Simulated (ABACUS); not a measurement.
Crystal: GaN.

```xyz
2
Lattice="0.0000 2.2535 2.2535 2.2535 0.0000 2.2535 2.2535 2.2535 0.0000" Properties=species:S:1:pos:R:3 pbc="T T T"
Ga    0.0000    0.0000    0.0000
N     1.1268    1.1268    1.1268
```

The cell is a database's computed one.

Base run:

| Quantity | Value |
| --- | --- |
| Program | ABACUS 3.10.1 |
| Functional | r2SCAN |
| Potentials or basis | SG15 ONCV 1.2 PBE |
| Cutoff | 1320 eV |
| Density cutoff | 5279 eV |
| Basis | plane waves |
| k mesh | 6 × 6 × 6 |
| Occupations | fermi-dirac, width 0.05 eV |
| Spin | no spin polarisation |

Its results: band gap on the k mesh 1.87 eV, direct; pressure -3.0 GPa.

**Question.** The run is repeated on the same cell with these changes: functional from r2SCAN to M06-L. What comes out?

**Answer.** Band gap on the k mesh 1.72 eV, direct; pressure -0.6 GPa.

Caveats: the potentials were made for another functional, which shifts forces and pressure.

A k mesh can miss the band edges.

Not every run made on this cell is shown here.
